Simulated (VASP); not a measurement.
# InP (F-43m) in VASP: notebook, part 2 of 2

VASP 6.6.1.

## Step 5: Relaxation of cell and atoms, LDA, target pressure 2.5 GPa, at which the enthalpy is minimised

INCAR

```
PREC = Accurate
ENCUT = 600
EDIFF = 1E-6
ISMEAR = -1
SIGMA = 0.05
LREAL = False
LASPH = True
NELM = 60
ALGO = Normal
ISIF = 3
LWAVE = False
LCHARG = False
IBRION = 2
NSW = 40
EDIFFG = -0.01
PSTRESS = 25.0
```

KPOINTS

```
regular mesh
0
Gamma
  10 10 10
```

POSCAR

```
InP
1.0
    0.0000000000      2.9340000000      2.9340000000
    2.9340000000      0.0000000000      2.9340000000
    2.9340000000      2.9340000000      0.0000000000
In P
1 1
Direct
    0.0000000000      0.0000000000      0.0000000000
    0.2500000000      0.2500000000      0.2500000000
```

Potentials or basis: VASP PAW LDA potentials, release 64 (In_d, P).

The run is started by

```bash
cat potpaw_LDA.64/In_d/POTCAR potpaw_LDA.64/P/POTCAR > POTCAR
mpirun -np 1 vasp_std > vasp.out
```

OUTCAR:

```text
PREC = Accurate
   ENCUT = 600
   EDIFF = 1E-6
   ISMEAR = -1
   LREAL = False
   LASPH = True
   NELM = 60
   ISIF = 3
   IBRION = 2
   NSW = 40
   EDIFFG = -0.01
   PSTRESS = 25.0

 ion  position               nearest neighbor table
   1  0.000  0.000  0.000-   2 2.54   2 2.54   2 2.54   2 2.54
   2  0.250  0.250  0.250-   1 2.54   1 2.54   1 2.54   1 2.54

  LATTYP: Found a face centered cubic cell.
 ALAT       =     5.8680000000

  Lattice vectors:

 A1 = (   0.0000000000,   2.9340000000,   2.9340000000)
 A2 = (   2.9340000000,   0.0000000000,   2.9340000000)
 A3 = (   2.9340000000,   2.9340000000,   0.0000000000)

Analysis of symmetry for initial positions (statically):
=====================================================================
 Subroutine PRICEL returns:
 Original cell was already a primitive cell.

 Routine SETGRP: Setting up the symmetry group for a
 face centered cubic supercell.

 Subroutine GETGRP returns: Found 24 space group operations
 (whereof 24 operations were pure point group operations)
 out of a pool of 48 trial point group operations.

[... 171 lines left out ...]
  -------------------------------------------------------------------------------------
  Total       -0.4368112     -0.4368112     -0.4368112      0.0000000     -0.0000000     -0.0000000
  in kB      -13.8546008    -13.8546008    -13.8546008      0.0000000     -0.0000000     -0.0000000
  external PRESSURE =     -38.8546008 kB  Pullay stress =      25.0000000 kB
[... 63 lines left out ...]
--------------------------------------- Ionic step        3  -------------------------------------------

 number of electron      18.0000003 magnetization

 Free energy of the ion-electron system (eV)
  ---------------------------------------------------
  ext. energy  EPLUGINS =         0.00000000
  ---------------------------------------------------
  free energy    TOTEN  =        -9.66256170 eV

  energy without entropy =       -9.66256003  energy(sigma->0) =       -9.66256087

 E-fermi :   5.9904     XC(G=0):  -9.8235

 val. band max:        5.5651710071   @ k =   0.0000   0.0000   0.0000
 cond. band min:       6.3406450128   @ k =   0.0000   0.0000   0.0000
 fundamental gap:      0.7754740057
 Fermi energy:         5.9903936484

 k-point     1 :       0.0000    0.0000    0.0000
  band No.  band energies     occupation
      1      -8.7347      2.00000
      2      -8.7347      2.00000
      3      -8.7347      2.00000
      4      -8.5534      2.00000
      5      -8.5534      2.00000
      6      -6.3291      2.00000
      7       5.5652      1.99959
      8       5.5652      1.99959
      9       5.5652      1.99959
     10       6.3406      0.00181
     11       9.5230      0.00000
     12       9.5230      0.00000
     13       9.5230      0.00000
[... 354 lines left out ...]
  band No.  band energies     occupation
      1      -8.9112      2.00000
      2      -8.6434      2.00000
      3      -8.6391      2.00000
      4      -8.5981      2.00000
      5      -8.5214      2.00000
      6      -4.4961      2.00000
      7       0.6217      2.00000
      8       3.1686      2.00000
      9       3.4635      2.00000
     10       7.6129      0.00000
     11       8.5170      0.00000
     12      12.4418      0.00000
     13      13.1147      0.00000

 [... further k-points ...]
[... 5 lines left out ...]
  --------------------------------------------------------------------------------------
  -------------------------------------------------------------------------------------
  Total        0.7329731      0.7329731      0.7329731     -0.0000000      0.0000000     -0.0000000
  in kB       24.5022232     24.5022232     24.5022232     -0.0000000      0.0000000     -0.0000000
  external PRESSURE =      -0.4977768 kB  Pullay stress =      25.0000000 kB
[... 21 lines left out ...]
  energy  without entropy=       -9.6625600279  energy(sigma->0) =       -9.66256087

  enthalpy is  TOTEN    =        -8.9146977838 eV   P V=        0.7478639202

 reached required accuracy - stopping structural energy minimisation
```

CONTCAR:

```text
InP
   1.00000000000000
     0.0000000000000000    2.8830646861221703    2.8830646861221703
     2.8830646861221703   -0.0000000000000000    2.8830646861221703
     2.8830646861221703    2.8830646861221703   -0.0000000000000000
  In              P
     1     1
Direct
     0.0000000000000000    0.0000000000000000    0.0000000000000000
     0.2500000000000000    0.2500000000000000    0.2500000000000000

  0.00000000E+00  0.00000000E+00  0.00000000E+00
  0.00000000E+00  0.00000000E+00  0.00000000E+00
```

Run time: 44 s. Hardware: 1 thread of Intel Xeon Platinum 8559C (Emerald Rapids), shared host; peak memory 0.19 GiB.

What came out:

* Free energy: -9.6626 eV
* Relaxed volume: 23.96 Å³/atom
* Relaxed cell: a = 4.077 Å, b = 4.077 Å, c = 4.077 Å, α = 60.00°, β = 60.00°, γ = 60.00°
* Space group after relaxing (to 0.05 Å): F-43m (No. 216)
* Energy change on relaxing (the enthalpy is what falls): +3.7 meV/atom
* Ionic steps: 3
* Pressure after relaxing: 2.5 GPa
* Band gap on the k mesh: 0.78 eV, direct

Step by step:
```
step  energy change (eV)  largest force (eV/Å)  pressure (GPa)  volume (Å³)
   1              0.0000                0.0000           -1.39        50.51
   2              0.0526                0.0000            5.86        46.17
   3              0.0074                0.0000            2.45        47.93
```

Final structure:
```xyz
2
Lattice="0.0000 2.8831 2.8831 2.8831 0.0000 2.8831 2.8831 2.8831 0.0000" Properties=species:S:1:pos:R:3 pbc="T T T"
In    0.0000    0.0000    0.0000
P     1.4415    1.4415    1.4415
```

Levels at points of the mesh, in eV from the valence-band top:
```tsv
k point	band 5	band 6	band 7	band 8	band 9	band 10	band 11	band 12	band 13
(0.00, 0.00, 0.00)	-14.12	-11.89	0.00	0.00	0.00	0.78	3.96	3.96	3.96
(0.50, 0.00, 0.00)	-14.10	-9.97	-6.10	-1.07	-1.07	1.44	4.71	4.71	6.98
(0.50, 0.50, 0.00)	-14.08	-9.25	-6.08	-2.53	-2.53	1.51	2.12	9.31	9.76
```

Caveat: the cell is relaxed towards a set pressure, so the enthalpy falls and the energy may rise; spin-orbit coupling is left out, which moves the levels of the heavy elements. A hybrid or GW would open this gap; LDA tends to underestimate it.

## Step 6: Summary

| level | potentials or basis | cell | P gpa | target pressure | gap on the mesh (eV) | pressure (GPa) |
| --- | --- | --- | --- | --- | --- | --- |
| PBEsol | VASP PAW PBE potentials, release 64 (In_d, P) | relaxed to 5 GPa | 5 | 5 GPa | 0.91 | 5.0 |
| PBEsol | VASP PAW PBE potentials, release 64 (In_d, P) | relaxed to 8.2 GPa | 8.2 | 8.2 GPa | 1.09 | 8.2 |
| LDA | VASP PAW LDA potentials, release 64 (In_d, P) | relaxed | 0 | - | 0.60 | 0.0 |
| LDA | VASP PAW LDA potentials, release 64 (In_d, P) | relaxed to 2.5 GPa | 2.5 | 2.5 GPa | 0.78 | 2.5 |

Alike in all rows: task relaxation of cell and atoms; no spin polarisation; k mesh 10 × 10 × 10; cutoff (eV) 600; smearing fermi-dirac 0.05 eV.

Caveats: spin-orbit coupling is left out, which moves the levels of the heavy elements; the cell is relaxed towards a set pressure, so the enthalpy falls and the energy may rise (some runs); the PAW data sets were made with another functional, which shifts forces and pressure a little (some runs).

Absolute energies hang on the potentials; compare differences alone.
